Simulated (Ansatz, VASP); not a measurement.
## One calculation of Si, two programs

```
CELL_PARAMETERS angstrom
0.00000 2.72185 2.72185
2.72185 0.00000 2.72185
2.72185 2.72185 0.00000
ATOMIC_POSITIONS crystal
Si 0.50931 0.48936 0.50317
Si 0.74387 0.75191 0.74386
```

Change from the starting cell: atoms moved at random, drawn with an rms of 0.05 Å.

Alike in both runs: task single point; functional PBE; k mesh 8 × 8 × 8; occupations fermi-dirac, width 0.05 eV; no spin polarisation.

|  | VASP | Ansatz |
| --- | --- | --- |
| version | VASP 6.6.1 | Ansatz 0.2.0 |
| potentials or method | VASP PAW PBE potentials, release 64 (Si) | Ansatz PAW |
| plane-wave cutoff (eV) | 520 | 420 |
| valence electrons in the cell | 8 | 8 |

```tsv
	VASP	Ansatz	Ansatz less VASP
gap on the k mesh at the Fermi level (eV)	0.23	0.22	-0.003
least direct gap on the mesh (eV)	2.03	2.02	-0.005
pressure (GPa)	1.4	1.5	+0.08
largest component of the traceless stress (GPa)	2.57	2.59	+0.016
rms of the force components (eV/Å)	0.521	0.522	+0.0010
```

Atom by atom the forces differ by 0.001 eV/Å (rms over components).

A k mesh can miss the band edges.
